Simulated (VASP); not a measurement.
# CdO (Monteponite) (Fm-3m) in VASP: a series of runs

Aim: see how the results for CdO (Monteponite) move with the level of theory and the settings. Levels: HSE06, PBEsol. Tasks: relaxation of cell and atoms.

All numbers are computed with VASP 6.6.1; they aren't measurements. Logs are shortened: lines on timing, memory, paths and dates and some standing lists are left out, and cuts for length are marked.

### Step 1. The structure

The structure is cubic, space group Fm-3m (No. 225). Conventional cell: a = 4.705 Å, b = 4.705 Å, c = 4.705 Å, α = 90.00°, β = 90.00°, γ = 90.00°. Cd (site symmetry m-3m) has 6 O at 2.35 Å as nearest neighbours. O (site symmetry m-3m) is surrounded by 6 Cd at 2.35 Å.

### Step 2. Relaxation of cell and atoms, HSE06

The input, POSCAR:

```
CdO                                     
1.0
    0.0000000000      2.3523961156      2.3523961156
    2.3523961156      0.0000000000      2.3523961156
    2.3523961156      2.3523961156      0.0000000000
  Cd              O             
     1     1
Direct
     0.0000000000000000    0.0000000000000000    0.0000000000000000
     0.5000000000000000    0.5000000000000000    0.5000000000000000
```

The input, INCAR.step1:

```
SYSTEM = CdO
PREC = Accurate
ENCUT = 520
EDIFF = 1E-5
ISMEAR = 0
SIGMA = 0.03
LREAL = .False.
LASPH = .True.
NELM = 80
ALGO = Normal
LWAVE = .True.
LCHARG = .False.
KPAR = 4
GGA = PE
```

The input, INCAR.step2:

```
SYSTEM = CdO
PREC = Accurate
ENCUT = 520
EDIFF = 1E-6
ISMEAR = 0
SIGMA = 0.03
LREAL = .False.
LASPH = .True.
NELM = 80
ALGO = Normal
ISIF = 3
LWAVE = .False.
LCHARG = .False.
GGA = PE
LHFCALC = .True.
HFSCREEN = 0.2
PRECFOCK = Fast
IBRION = 2
NSW = 25
EDIFFG = -0.01
KPAR = 4
ISTART = 1
```

The input, KPOINTS:

```
Automatic mesh
0
Gamma
  6 6 6
  0 0 0
```

Potentials or basis: VASP PAW PBE potentials, release 64 (Cd, O).

Command:

```bash
$ cat potpaw_PBE.64/Cd/POTCAR potpaw_PBE.64/O/POTCAR > POTCAR
$ cp INCAR.step1 INCAR
$ mpirun -np 4 vasp_std > vasp.out
$ cp INCAR.step2 INCAR
$ mpirun -np 4 vasp_std > vasp.out
```

OUTCAR:

```text
SYSTEM = CdO
   PREC = Accurate
   ENCUT = 520
   EDIFF = 1E-6
   ISMEAR = 0
   LREAL = .False.
   LASPH = .True.
   NELM = 80
   ISIF = 3
   GGA = PE
   LHFCALC = .True.
   HFSCREEN = 0.2
   PRECFOCK = Fast
   IBRION = 2
   NSW = 25
   EDIFFG = -0.01
   ISTART = 1

 ion  position               nearest neighbor table
   1  0.000  0.000  0.000-   2 2.35   2 2.35   2 2.35   2 2.35   2 2.35   2 2.35
   2  0.500  0.500  0.500-   1 2.35   1 2.35   1 2.35   1 2.35   1 2.35   1 2.35

  LATTYP: Found a face centered cubic cell.
 ALAT       =     4.7047922312

  Lattice vectors:

 A1 = (   0.0000000000,   2.3523961156,   2.3523961156)
 A2 = (   2.3523961156,   0.0000000000,   2.3523961156)
 A3 = (   2.3523961156,   2.3523961156,   0.0000000000)

Analysis of symmetry for initial positions (statically):
=====================================================================
 Subroutine PRICEL returns:
 Original cell was already a primitive cell.

 Routine SETGRP: Setting up the symmetry group for a
 face centered cubic supercell.

 Subroutine GETGRP returns: Found 48 space group operations
 (whereof 48 operations were pure point group operations)
 out of a pool of 48 trial point group operations.

The static configuration has the point symmetry O_h .

Analysis of symmetry for dynamics (positions and initial velocities):
=====================================================================
 Subroutine PRICEL returns:
 Original cell was already a primitive cell.

 Routine SETGRP: Setting up the symmetry group for a
 face centered cubic supercell.

 Subroutine GETGRP returns: Found 48 space group operations
 (whereof 48 operations were pure point group operations)
 out of a pool of 48 trial point group operations.

The dynamic configuration has the point symmetry O_h .

 Subroutine INISYM returns: Found 48 space group operations
 (whereof 48 operations are pure point group operations),
 and found     1 'primitive' translations

----------------------------------------------------------------------------------------

                                     Primitive cell

  volume of cell :      26.0352

  direct lattice vectors                    reciprocal lattice vectors
     0.000000000  2.352396116  2.352396116    -0.212549237  0.212549237  0.212549237
     2.352396116  0.000000000  2.352396116     0.212549237 -0.212549237  0.212549237
     2.352396116  2.352396116  0.000000000     0.212549237  0.212549237 -0.212549237

  length of vectors
     3.326790491  3.326790491  3.326790491     0.368146078  0.368146078  0.368146078

  position of ions in fractional coordinates (direct lattice)
     0.000000000  0.000000000  0.000000000
     0.500000000  0.500000000  0.500000000

  ion indices of the primitive-cell ions
   primitive index   ion index
                 1           1
                 2           2

----------------------------------------------------------------------------------------

 KPOINTS: Automatic mesh

Automatic generation of k-mesh.
 Grid dimensions read from file:
 generate k-points for:    6    6    6

 Generating k-lattice:

  Cartesian coordinates                     Fractional coordinates (reciprocal lattice)
    -0.035424873  0.035424873  0.035424873     0.166666667  0.000000000  0.000000000
     0.035424873 -0.035424873  0.035424873     0.000000000  0.166666667  0.000000000
     0.035424873  0.035424873 -0.035424873     0.000000000  0.000000000  0.166666667

  Length of vectors
     0.061357680  0.061357680  0.061357680

  Shift w.r.t. Gamma in fractional coordinates (k-lattice)
     0.000000000  0.000000000  0.000000000

 Subroutine IBZKPT returns following result:
 ===========================================

 Found     16 irreducible k-points:

 Following reciprocal coordinates:
            Coordinates               Weight
  0.000000  0.000000  0.000000      1.000000
  0.166667  0.000000  0.000000      8.000000
  0.333333  0.000000  0.000000      8.000000
  0.500000  0.000000  0.000000      4.000000
  0.166667  0.166667  0.000000      6.000000
  0.333333  0.166667  0.000000     24.000000
[... 8 lines left out ...]
 -0.333333  0.333333  0.166667     24.000000
 -0.333333  0.500000  0.166667     12.000000
   k-points           NKPTS =     16   k-points in BZ     NKDIM =    216   number of bands    NBANDS=     13
   number of dos      NEDOS =    301   number of ions     NIONS =      2
   total plane-waves  NPLWV =  21952
   dimension x,y,z NGX =    28 NGY =   28 NGZ =   28
   dimension x,y,z NGXF=    56 NGYF=   56 NGZF=   56
   ions per type =               1   1
   NGX,Y,Z   is equivalent  to a cutoff of  13.99, 13.99, 13.99 a.u.
   NGXF,Y,Z  is equivalent  to a cutoff of  27.98, 27.98, 27.98 a.u.
 SYSTEM =  CdO
   PREC   = accura    normal or accurate (medium, high low for compatibility)
   ISTART =      1    job   : 0-new  1-cont  2-samecut
   ICHARG =      0    charge: 1-file 2-atom 10-const
   ISPIN  =      1    spin polarized calculation?
   LNONCOLLINEAR =      F non collinear calculations
   LSORBIT =      F    spin-orbit coupling
   LASPH  =      T    aspherical Exc in radial PAW
   ENCUT  =  520.0 eV  38.22 Ry    6.18 a.u.   6.19  6.19  6.19*2*pi/ulx,y,z
   NELM   =     80;   NELMIN=  2; NELMDL=  0     # of ELM steps
   EDIFF  = 0.1E-05   stopping-criterion for ELM
   LREAL  =      F    real-space projection
   EDIFFG = -.1E-01   stopping-criterion for IOM
   NSW    =     25    number of steps for IOM
   IBRION =      2    ionic relax: 0-MD 1-quasi-New 2-CG
   NFREE  =      1    steps in history (QN), initial steepest desc. (CG)
   ISIF   =      3    stress and relaxation
   ISYM   =      3    0-nonsym 1-usesym 2-fastsym
   POTIM  = 0.5000    time-step for ionic-motion
   TEBEG  =    0.0;   TEEND  =   0.0 temperature during run
   PSTRESS=    0.0 pullay stress
   NELECT =      18.0000    total number of electrons
   NUPDOWN=      -1.0000    fix difference up-down
   EMIN   =  10.00;   EMAX   =-10.00  energy-range for DOS
   EFERMI =   0.00;   METHOD = LEGACY
   ISMEAR =     0;   SIGMA  =   0.03  broadening in eV -4-tet -1-fermi 0-gaus
   EFERMI_NEDOS =   21; number of points for ismear=-14 and -15
   IALGO  =     38    algorithm
   IMIX   =      1    mixing-type and parameters
     AMIX     =   0.40;   BMIX     =  1.00
     AMIX_MAG =   1.60;   BMIX_MAG =  1.00
  volume/ion in A,a.u.               =      13.02        87.85
  Fermi-wavevector in a.u.,A,eV,Ry     =   1.447589  2.735546 28.511190  2.095513
  Thomas-Fermi vector in A             =   2.565526
   LORBIT       =      0    0 simple, 1 ext, 2 COOP (PROOUT), +10 PAW based schemes
   GGA     = PE    functional components
   LHFCALC =     T    Hartree Fock is set to
   PRECFOCK=fast      Normal, Fast or Accurate (Low or Medium for compatibility)
   ENCUT4O =  -1.0   cutoff for four orbital integrals eV
   NKREDX  =     1    reduce k-point grid by
   NKREDY  =     1    reduce k-point grid by
   NKREDZ  =     1    reduce k-point grid by
   AEXX    =    0.2500 exact exchange contribution
   HFSCREEN=    0.2000 screening length (either q_TF or 0.3 A-1)
   HFSCREENC=   0.2000 screening length for correlation (either q_TF or 0.3 A-1)
   ENCUTFOCK=  -1.0 apply spherical cutoff to Coloumb kernel
   IVDW    =     0    specifies the selected vdW correction
   LEPSILON=     F    determine dielectric tensor
   LRPA    =     F    only Hartree local field effects (RPA)
 conjugate gradient relaxation of ions
 non-spin polarized calculation
 Gauss-broadening in eV      SIGMA  =   0.03
  energy-cutoff  :      520.00
  volume of cell :       26.04
 maximum number of plane-waves:       725
 NGX is ok and might be reduce to    28
  NGX = 14; NGY = 14; NGZ = 14

--------------------------------------- Ionic step        1  -------------------------------------------

 number of electron      18.0000002 magnetization

 Free energy of the ion-electron system (eV)
  ---------------------------------------------------
  ext. energy  EPLUGINS =         0.00000000
  ---------------------------------------------------
  free energy    TOTEN  =       -10.01808167 eV

  energy without entropy =      -10.01808167  energy(sigma->0) =      -10.01808167

------------------------ aborting loop because EDIFF is reached ----------------------------------------

  FORCE on cell =-STRESS in cart. coord.  units (eV):
  Direction    XX          YY          ZZ          XY          YZ          ZX
  --------------------------------------------------------------------------------------
  -------------------------------------------------------------------------------------
  Total        0.2703265      0.2703265      0.2703265     -0.0000000      0.0000000      0.0000000
  in kB       16.6355791     16.6355791     16.6355791     -0.0000000      0.0000000      0.0000000
  external PRESSURE =      16.6355791 kB  Pullay stress =       0.0000000 kB
[... 57 lines left out ...]
  energy  without entropy=      -10.0188435919  energy(sigma->0) =      -10.01884359

--------------------------------------- Ionic step        3  -------------------------------------------

 number of electron      17.9999999 magnetization

 Free energy of the ion-electron system (eV)
  ---------------------------------------------------
  ext. energy  EPLUGINS =         0.00000000
  ---------------------------------------------------
  free energy    TOTEN  =       -10.01963767 eV

  energy without entropy =      -10.01963767  energy(sigma->0) =      -10.01963767

 E-fermi :   1.0639     XC(G=0):  -9.4774

 val. band max:        0.8556440470   @ k =   0.5000   0.0000   0.0000
 cond. band min:       1.7177758359   @ k =   0.0000   0.0000   0.0000
 fundamental gap:      0.8621317890
 Fermi energy:         1.0639350167

 k-point     1 :       0.0000    0.0000    0.0000
  band No.  band energies     occupation
      1     -17.9938      2.00000
      2      -6.6339      2.00000
      3      -6.6339      2.00000
      4      -6.6339      2.00000
      5      -6.3848      2.00000
      6      -6.3848      2.00000
      7      -0.4361      2.00000
      8      -0.4361      2.00000
      9      -0.4360      2.00000
     10       1.7178      0.00000
     11      17.4060      0.00000
     12      19.5368      0.00000
     13      19.5368      0.00000
[... 267 lines left out ...]
  FREE ENERGIE OF THE ION-ELECTRON SYSTEM (eV)
  ---------------------------------------------------
  free  energy   TOTEN  =       -10.0196376679 eV

  energy  without entropy=      -10.0196376679  energy(sigma->0) =      -10.01963767

 reached required accuracy - stopping structural energy minimisation
```

Run time: 3.9 min. Hardware: 4 MPI ranks of AMD EPYC 9R45 (Zen 5), shared host; peak memory 0.24 GiB.

Results:

* Free energy: -10.0196 eV
* Relaxed volume: 13.17 Å³/atom
* Relaxed cell: a = 3.339 Å, b = 3.339 Å, c = 3.339 Å, α = 60.00°, β = 60.00°, γ = 60.00°
* Space group after relaxing (to 0.05 Å): Fm-3m (No. 225)
* Energy gained by relaxing: 0.8 meV/atom
* Ionic steps: 3
* Pressure after relaxing: 0.0 GPa
* Band gap on the k mesh: 0.86 eV, indirect (least direct gap 2.15 eV)

Step by step:
```tsv
step	energy change (eV)	largest force (eV/Å)	pressure (GPa)	volume (Å³)
1	0.0000	0.0000	1.66	26.04
2	-0.0008	0.0000	-1.16	26.55
3	-0.0016	0.0000	0.00	26.33
```

Final structure:
```yaml
crystal:
  lattice:
    - [0.00000, 2.36135, 2.36135]
    - [2.36135, 0.00000, 2.36135]
    - [2.36135, 2.36135, 0.00000]
  atoms:
    - { symbol: Cd, position: [0.00000, 0.00000, 0.00000] }
    - { symbol: O, position: [0.50000, 0.50000, 0.50000] }
```

Levels at points of the mesh, in eV from the valence-band top:
| k point | band 7 | band 8 | band 9 | band 10 | band 11 | band 12 |
| --- | --- | --- | --- | --- | --- | --- |
| (0.00, 0.00, 0.00) | -1.29 | -1.29 | -1.29 | 0.86 | 16.55 | 18.68 |
| (0.50, 0.00, 0.00) | -4.08 | 0.00 | 0.00 | 5.89 | 9.25 | 13.70 |
| (0.50, 0.50, 0.00) | -4.48 | -2.36 | -2.36 | 5.56 | 10.40 | 12.65 |

Caveat: the PAW data sets were made with another functional, which shifts forces and pressure a little. Zero-point motion and thermal expansion aren't in these numbers.

### Step 3. Relaxation of cell and atoms, PBEsol

This run uses another cell than the first one, of 12.97 Å³/atom, 0.996 times its volume.

The input, INCAR:

```
  ALGO = Normal
  EDIFF = 1E-6
  EDIFFG = -0.01
  ENCUT = 600
  GGA = PS
  IBRION = 2
  ISIF = 3
  ISMEAR = 0
  LASPH = T
  LCHARG = F
  LREAL = F
  LWAVE = F
  NELM = 80
  NSW = 90
  PREC = Accurate
  SIGMA = 0.03
```

The input, KPOINTS:

```
k-points
0
Gamma
  12 12 12
```

The input, POSCAR:

```
CdO
1.0
    0.0000000000      2.3495000000      2.3495000000
    2.3495000000      0.0000000000      2.3495000000
    2.3495000000      2.3495000000      0.0000000000
Cd O
1 1
Direct
    0.0000000000      0.0000000000      0.0000000000
    0.5000000000      0.5000000000      0.5000000000
```

Potentials or basis: VASP PAW PBE potentials, release 64 (Cd, O).

Command:

```bash
$ cat potpaw_PBE.64/Cd/POTCAR potpaw_PBE.64/O/POTCAR > POTCAR
$ mpirun -np 1 vasp_std > vasp.out
```

It took 49 s on 1 thread of Intel Xeon Platinum 8259CL at 2.50GHz (Skylake/Cascade Lake), shared host; peak memory 0.18 GiB.

Results (log left out):

| Item | Value |
| --- | --- |
| Free energy | -8.5055 eV |
| Relaxed volume | 13.02 Å³/atom |
| Relaxed cell | a = 3.327 Å, b = 3.327 Å, c = 3.327 Å, α = 60.00°, β = 60.00°, γ = 60.00° |
| Space group after relaxing (to 0.05 Å) | Fm-3m (No. 225) |
| Energy gained by relaxing | 0.1 meV/atom |
| Ionic steps | 3 |
| Pressure after relaxing | 0.0 GPa |
| Band gap on the k mesh | none (metal or under the smearing width) |

Step by step:
| step | energy change (eV) | largest force (eV/Å) | pressure (GPa) | volume (Å³) |
| --- | --- | --- | --- | --- |
| 1 | 0.0000 | 0.0000 | 0.53 | 25.94 |
| 2 | -0.0001 | 0.0000 | -0.36 | 26.10 |
| 3 | -0.0002 | 0.0000 | 0.00 | 26.04 |

Final structure:
```
CELL_PARAMETERS angstrom
0.00000 2.35240 2.35240
2.35240 0.00000 2.35240
2.35240 2.35240 0.00000
ATOMIC_POSITIONS crystal
Cd 0.00000 0.00000 0.00000
O 0.50000 0.50000 0.50000
```

Levels at points of the mesh, in eV from the Fermi level:
| k point | band 5 | band 6 | band 7 | band 8 | band 9 | band 10 | band 11 | band 12 | band 13 |
| --- | --- | --- | --- | --- | --- | --- | --- | --- | --- |
| (0.00, 0.00, 0.00) | -6.38 | -6.38 | -1.37 | -1.37 | -1.37 | -0.57 | 14.74 | 16.83 | 16.83 |
| (0.50, 0.00, 0.00) | -6.12 | -6.12 | -3.85 | -0.03 | -0.03 | 4.26 | 7.19 | 11.76 | 11.76 |
| (0.50, 0.50, 0.00) | -5.98 | -5.67 | -4.42 | -2.36 | -2.36 | 3.73 | 8.40 | 11.02 | 13.17 |

Caveat: the PAW data sets were made with another functional, which shifts forces and pressure a little; this crystal is a semiconductor, whose small gap the functional closes, so the metal is an error of the method. Zero-point motion and thermal expansion aren't in these numbers.

### Step 4. Relaxation of cell and atoms, PBEsol

INCAR, as its differences from that of step 3:

```diff
@@ -1,4 +1,4 @@
   ALGO = Normal
-  EDIFF = 1E-6
-  EDIFFG = -0.01
+  EDIFF = 1E-7
+  EDIFFG = -0.005
   ENCUT = 600
```

KPOINTS is that of step 3.

The input, POSCAR:

```
CdO                                     
1.0
    0.0000000000      2.3523961160      2.3523961160
    2.3523961160      0.0000000000      2.3523961160
    2.3523961160      2.3523961160      0.0000000000
  Cd              O             
     1     1
Direct
     0.0000000000000000    0.0000000000000000    0.0000000000000000
     0.5000000000000000    0.5000000000000000    0.5000000000000000
```

Command:

```bash
$ cat potpaw_PBE.64/Cd/POTCAR potpaw_PBE.64/O/POTCAR > POTCAR
$ mpirun -np 1 vasp_std > vasp.out
```

Run time: 25 s. Hardware: 1 thread of Intel Xeon Platinum 8259CL at 2.50GHz (Skylake/Cascade Lake), shared host; peak memory 0.18 GiB.

The run converged. Its results:

| Item | Value |
| --- | --- |
| Free energy | -8.5057 eV |
| Pressure after relaxing | 0.0 GPa |
| Band gap on the k mesh | none (metal or under the smearing width) |

Final structure:
```
CELL_PARAMETERS angstrom
0.00000 2.35240 2.35240
2.35240 0.00000 2.35240
2.35240 2.35240 0.00000
ATOMIC_POSITIONS crystal
Cd 0.00000 0.00000 0.00000
O 0.50000 0.50000 0.50000
```

Levels at points of the mesh, in eV from the Fermi level:
```csv
k point,band 6,band 7,band 8,band 9,band 10,band 11,band 12,band 13
"(0.00, 0.00, 0.00)",-6.38,-1.37,-1.37,-1.37,-0.57,14.74,16.83,16.83
"(0.50, 0.00, 0.00)",-6.12,-3.85,-0.03,-0.03,4.26,7.19,11.76,11.76
"(0.50, 0.50, 0.00)",-5.67,-4.42,-2.36,-2.36,3.73,8.40,11.02,13.17
```

Caveat: the relaxation stopped at its first step, so nothing moved; the PAW data sets were made with another functional, which shifts forces and pressure a little; this crystal is a semiconductor, whose small gap the functional closes, so the metal is an error of the method.
